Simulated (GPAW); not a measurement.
# KI (Fm-3m) in GPAW: a series of runs

Aim: see how the results for KI move with the level of theory and the settings. Levels: PBEsol, PBE. Tasks: single point.

Everything below comes from runs of GPAW 26.7.0. Logs are shortened: lines on timing, memory, paths and dates and some standing lists are left out, and cuts for length are marked. The log counts tension as positive stress, the text compression.

### Step 1. Starting point

It takes space group Fm-3m (No. 225, cubic). The conventional cell has a = 7.066 Å, b = 7.066 Å, c = 7.066 Å, α = 90.00°, β = 90.00°, γ = 90.00°. I (site symmetry m-3m) is surrounded by 6 K at 3.53 Å. Around K (site symmetry m-3m) lie 6 I at 3.53 Å.

### Step 2. Single point, PBEsol

run.py

```python
from ase.dft.bandgap import bandgap
from ase.io import read, write
from ase.units import GPa
from gpaw import GPAW, PW, setup_paths

setup_paths.insert(0, '.')

atoms = read('KI.xyz')

calc = GPAW(mode=PW(600),
            xc='PBEsol',
            kpts={'size': (7, 7, 7), 'gamma': True},
            occupations={'name': 'methfessel-paxton', 'order': 0, 'width': 0.02},
            nbands=16,
            convergence={'density': 1e-05, 'energy': 1e-05},
            maxiter=150,
            txt='gpaw.txt')
atoms.calc = calc
energy = atoms.get_potential_energy()
forces = atoms.get_forces()
stress = atoms.get_stress()
calc.write('gs.gpw')
write('result.traj', atoms)
print(f'Energy: {energy:.6f} eV')
print('Forces (eV/A):')
print(forces.round(4))
print('Stress (GPa):', (stress / GPa).round(3))
print('Fermi level:', round(calc.get_fermi_level(), 4), 'eV')
print(f'Gap: {bandgap(calc)[0]:.4f} eV, direct: {bandgap(calc, direct=True)[0]:.4f} eV')
```

KI.xyz

```xyz
2
Lattice="0.0000000000 3.5327750000 3.5327750000 3.5327750000 0.0000000000 3.5327750000 3.5327750000 3.5327750000 0.0000000000" Properties=species:S:1:pos:R:3 pbc="T T T"
I      3.5327750000      3.5327750000      3.5327750000
K      0.0000000000      0.0000000000      0.0000000000
```

Potentials or basis: PAW data sets generated in the run's folder for this functional, pw.

Run with:

```sh
$ gpaw-setup -f PBEsol I K
$ OMP_NUM_THREADS=1 python run.py
```

gpaw.txt:

```text
__  _  _
 | _ |_)|_||  |
 |__||  | ||/\| - 26.7.0

Input parameters:
  mode=PW(ecut=600.0),
  convergence={'density': 1e-05, 'energy': 1e-05},
  kpts=MonkhorstPack(size=(7, 7, 7), gamma=True),
  maxiter=150,
  nbands=16,
  occupations=Occupations(name='methfessel-paxton', order=0, width=0.02),
  xc=XC(name='PBEsol')

Diagonalizing LCAO Hamiltonian
Converting LCAO to pw mode

                   I

       K

Atoms  # Å, Bohr magnetons
|   | symbol |        x |        y |        z |    initial magnetic moments |
|---|--------|----------|----------|----------|-----------------------------|
| 0 |      I | 3.532775 | 3.532775 | 3.532775 | ( 0.0000,  0.0000,  0.0000) |
| 1 |      K | 0.000000 | 0.000000 | 0.000000 | ( 0.0000,  0.0000,  0.0000) |

Unit cell  # Å
| periodic |        x |        y |        z |  lengths |    angles |
|----------|----------|----------|----------|----------|-----------|
|      yes | 0.000000 | 3.532775 | 3.532775 | 4.996098 | 60.000000 |
|      yes | 3.532775 | 0.000000 | 3.532775 | 4.996098 | 60.000000 |
|      yes | 3.532775 | 3.532775 | 0.000000 | 4.996098 | 60.000000 |

Number of symmetries: 48
Symmetry operations  # r_c * U_cc + t_c -> r_c
|    | kind |            matrix            |
|----|------|------------------------------|
|  0 |  σ   |  1, 0, 0,  1, 0,-1,  1,-1, 0 |
|  1 |  C2  |  1, 0, 0,  1,-1, 0,  1, 0,-1 |
|  2 |  E   |  1, 0, 0,  0, 1, 0,  0, 0, 1 |
|  3 |  σ   |  1, 0, 0,  0, 0, 1,  0, 1, 0 |
|  4 |  C4  |  1, 0,-1,  1, 0, 0,  1,-1, 0 |
|  5 |  S6  |  1, 0,-1,  1,-1, 0,  1, 0, 0 |
|  6 |  σ   |  1, 0,-1,  0, 1,-1,  0, 0,-1 |
|  7 |  C3  |  1, 0,-1,  0, 0,-1,  0, 1,-1 |
|  8 |  S6  |  1,-1, 0,  1, 0, 0,  1, 0,-1 |
|  9 |  C4  |  1,-1, 0,  1, 0,-1,  1, 0, 0 |
| 10 |  C3  |  1,-1, 0,  0,-1, 1,  0,-1, 0 |
| 11 |  σ   |  1,-1, 0,  0,-1, 0,  0,-1, 1 |
| 12 |  σ   |  0, 1, 0,  1, 0, 0,  0, 0, 1 |
| 13 |  C4  |  0, 1, 0,  0, 1,-1, -1, 1, 0 |
| 14 |  C3  |  0, 1, 0,  0, 0, 1,  1, 0, 0 |
| 15 |  S6  |  0, 1, 0, -1, 1, 0,  0, 1,-1 |
| 16 |  C2  |  0, 1,-1,  1, 0,-1,  0, 0,-1 |
| 17 |  σ   |  0, 1,-1,  0, 1, 0, -1, 1, 0 |
| 18 |  S4  |  0, 1,-1,  0, 0,-1,  1, 0,-1 |
| 19 |  C4  |  0, 1,-1, -1, 1, 0,  0, 1, 0 |
| 20 |  C3  |  0, 0, 1,  1, 0, 0,  0, 1, 0 |
| 21 |  σ   |  0, 0, 1,  0, 1, 0,  1, 0, 0 |
| 22 |  S6  |  0, 0, 1,  0,-1, 1, -1, 0, 1 |
| 23 |  C4  |  0, 0, 1, -1, 0, 1,  0,-1, 1 |
| 24 |  S4  |  0, 0,-1,  1, 0,-1,  0, 1,-1 |
| 25 |  C3  |  0, 0,-1,  0, 1,-1,  1, 0,-1 |
| 26 |  C2  |  0, 0,-1,  0,-1, 0, -1, 0, 0 |
| 27 |  S6  |  0, 0,-1, -1, 0, 0,  0,-1, 0 |
| 28 |  S4  |  0,-1, 1,  1,-1, 0,  0,-1, 0 |
| 29 |  C4  |  0,-1, 1,  0, 0, 1, -1, 0, 1 |
| 30 |  C2  |  0,-1, 1,  0,-1, 0,  1,-1, 0 |
| 31 |  σ   |  0,-1, 1, -1, 0, 1,  0, 0, 1 |
| 32 |  C3  |  0,-1, 0,  1,-1, 0,  0,-1, 1 |
| 33 |  S6  |  0,-1, 0,  0, 0,-1, -1, 0, 0 |
| 34 |  S4  |  0,-1, 0,  0,-1, 1,  1,-1, 0 |
| 35 |  C2  |  0,-1, 0, -1, 0, 0,  0, 0,-1 |
| 36 |  C2  | -1, 1, 0,  0, 1, 0,  0, 1,-1 |
| 37 |  S6  | -1, 1, 0,  0, 1,-1,  0, 1, 0 |
| 38 |  S4  | -1, 1, 0, -1, 0, 1, -1, 0, 0 |
| 39 |  C3  | -1, 1, 0, -1, 0, 0, -1, 0, 1 |
| 40 |  S6  | -1, 0, 1,  0, 0, 1,  0,-1, 1 |
| 41 |  C2  | -1, 0, 1,  0,-1, 1,  0, 0, 1 |
| 42 |  C3  | -1, 0, 1, -1, 1, 0, -1, 0, 0 |
| 43 |  S4  | -1, 0, 1, -1, 0, 0, -1, 1, 0 |
| 44 |  C2  | -1, 0, 0,  0, 0,-1,  0,-1, 0 |
| 45 |  i   | -1, 0, 0,  0,-1, 0,  0, 0,-1 |
| 46 |  σ   | -1, 0, 0, -1, 1, 0, -1, 0, 1 |
| 47 |  C2  | -1, 0, 0, -1, 0, 1, -1, 1, 0 |

BZ-sampling:
  Number of BZ points: 343
  Number of IBZ points: 20

  Monkhorst-Pack size: [7, 7, 7]
  Monkhorst-Pack shift: [0, 0, 0]

K-points  # in reciprocal-cell coordinates
|     |                                coordinates |     weight |
|-----|--------------------------------------------|------------|
|   0 | (  0.00000000,   0.00000000,   0.00000000) | 0.00291545 |
|   1 | (  0.14285714,   0.14285714,   0.00000000) | 0.01749271 |
|   2 | (  0.14285714,   0.14285714,   0.14285714) | 0.02332362 |
|   3 | (  0.28571429,   0.14285714,   0.14285714) | 0.03498542 |
|   4 | (  0.28571429,   0.28571429,   0.00000000) | 0.01749271 |
|   5 | (  0.28571429,   0.28571429,   0.14285714) | 0.06997085 |
|   6 | (  0.28571429,   0.28571429,   0.28571429) | 0.02332362 |
|   7 | (  0.42857143,  -0.28571429,  -0.28571429) | 0.03498542 |
|   8 | (  0.42857143,   0.28571429,  -0.42857143) | 0.13994169 |
|   9 | (  0.42857143,   0.28571429,  -0.28571429) | 0.06997085 |
| ... |                                            |            |
|  19 | (  0.42857143,   0.42857143,   0.42857143) | 0.02332362 |

Plane wave coefficients: 2958
Cutoff: 600.0 eV

Spin-components: 1 (collinear spins)
Bands:           16
Projectors:      10
Spin-degeneracy: 2
Datatype:        complex128

Parallelization:
  kpt:    1
  domain: 1
  band:   1

Density:
  Valence electrons: 16.0
  Components: 1
  Grid points: [30 30 30]
  Charge: 0.0  # |e|

Potential:
  Grid points: [30 30 30]

species:
  I:
    name:    Iodine
    Z:       53.0
    valence: 7
    core:    46
    charge:  0.0  # [|e|]
    compensation charges:
      type: gauss
      rc: 0.37  # [Å]
      lmax: 2
    cutoffs:
      filter: 2.06  # [Å]
      core: 2.90  # [Å]
    projectors
    | kind |    occ | energy [eV] | rcut [Å] |
    |------|--------|-------------|----------|
    |   5s |  2.000 |     -17.423 |    1.164 |
    |   5p |  5.000 |      -7.100 |    1.164 |
    |    s |        |       9.788 |    1.164 |
    |    p |        |      20.112 |    1.164 |
    |    d |        |       0.000 |    1.164 |

    Using partial waves for I as LCAO basis

  K:
    name:    Potassium
    Z:       19.0
    valence: 9
    core:    10
    charge:  0.0  # [|e|]
    compensation charges:
      type: gauss
      rc: 0.35  # [Å]
      lmax: 2
    cutoffs:
      filter: 1.91  # [Å]
      core: 1.27  # [Å]
    projectors
    | kind |    occ | energy [eV] | rcut [Å] |
    |------|--------|-------------|----------|
    |   3s |  2.000 |     -35.262 |    1.122 |
    |   4s |  1.000 |      -2.301 |    1.122 |
    |   3p |  6.000 |     -18.797 |    1.106 |
    |    p |        |       8.414 |    1.106 |
    |    d |        |       0.000 |    0.937 |

    Using partial waves for K as LCAO basis

Reference energy: -209820.425842  # eV

eigensolver:
  PPCG
  Converge bands: occupied
  niter=2

density mixing:
  MSR1-Mixer
  Pratt-step length: 0.05
  Maximum mixing coefficient: 0.75
  Old densities: 10
  SVD Regularization: 0.005
  Good broyden scale: 1.0
  Trust region scale: 1.0
  Backstep threshold: 4.0
  History deletion threshold: 6.0
  Fourier metric: weight=20.0, sigma=0.015

occupation numbers:
  Methfessel-Paxton:
    width: 0.0200  # eV
    order: 0

poisson solver:
  ecut: 4800.0  # eV

xc functional:
  name: PBEsol with 2 nearest neighbor stencil

convergence criteria:
- Maximum integral of absolute [dens]ity change: 1e-05 electrons / valence electron
- Maximum [total energy] change in last 3 cyles: 1e-05 eV / valence electron
- Maximum integral of absolute [eigenst]ate change: 4e-08 eV^2 / valence electron
maximum number of iterations: 150

SCF iterations
|iter     | |      energy | eigst |  dens |
|---------|-|-------------|-------|-------|
|iter:   1| |   -6.058436 | -0.27 |       |
|iter:   2| |   -6.050436 | -2.27 | -1.40 |
|iter:   3| |   -5.984449 | -2.26 | -1.42 |
|iter:   4| |   -5.984747 | -3.33 | -1.78 |
|iter:   5| |   -5.985351 | -4.59 | -2.21 |
|iter:   6| |   -5.985401 | -5.88 | -2.88 |
|iter:   7| |   -5.985403c| -7.28 | -3.66 |
|iter:   8| |   -5.985403c| -8.17c| -4.10 |
|iter:   9| |   -5.985403c| -9.03c| -5.24c|

Converged in 9 steps
Energy contributions relative to reference atoms: (reference = -209820.425842)

Energy contributions:
  Kinetic:           3.540184
  Coulomb:          -3.103137
  Zero:             -0.706073
  External:          0.000000
  Xc:               -5.716378
  Entropy:           0.000000
  Spinorbit:         0.000000
  ----------------------------
  Free energy:      -5.985403
  Extrapolated:     -5.985403

dipole moment: (-25.751225, -25.751225, -25.751225)  # |e|*Ang

Fermi level: 2.117
Eigenvalues  # (at kpt = [0.000, 0.000, 0.000])
| band index |      eig [eV] | occ [0-2] |
|------------|---------------|-----------|
|          0 |       -27.923 |     2.000 |
|          1 |       -11.510 |     2.000 |
|          2 |       -11.510 |     2.000 |
|          3 |       -11.510 |     2.000 |
|          4 |       -10.140 |     2.000 |
|          5 |         0.377 |     2.000 |
|          6 |         0.377 |     2.000 |
|          7 |         0.377 |     2.000 |
|          8 |         4.205 |     0.000 |
|          9 |         6.818 |     0.000 |
|         10 |         6.818 |     0.000 |
|         11 |         6.818 |     0.000 |
|         12 |         7.554 |     0.000 |
|         13 |         7.554 |     0.000 |
|         14 |        10.055 |     0.000 |
|         15 |        13.104 |     0.000 |

Gap: 3.828 eV
Transition (v -> c):
  (s=0, k=0, n=7, [0.00, 0.00, 0.00]) -> (s=0, k=0, n=8, [0.00, 0.00, 0.00])
No difference between direct/indirect transitions

Forces  # eV/Ang
|       x |        y |        z |
|---------|----------|----------|
| 0.00000 |  0.00000 |  0.00000 |  # I    0
| 0.00000 | -0.00000 | -0.00000 |  # K    1

Stress tensor  # eV/Ang^3
|        x |        y |        z |
|----------|----------|----------|
| 0.001860 | 0.000000 | 0.000000 |
| 0.000000 | 0.001860 | 0.000000 |
| 0.000000 | 0.000000 | 0.001860 |

# Writing to gs.gpw (mode='')
```

Wall time 18 s (1 thread of Arm Neoverse V2, shared host); peak memory 0.18 GiB.

What came out:

```yaml
Free_energy: -5.9854 eV
Pressure: -0.3 GPa
Band_gap_on_the_k_mesh: 3.83 eV, direct
```

Caveat: spin-orbit coupling is left out, which moves the levels of the heavy elements; an odd mesh through Γ misses points on the zone boundary, where band edges often lie.

(Part 1 of 2 ends here.)
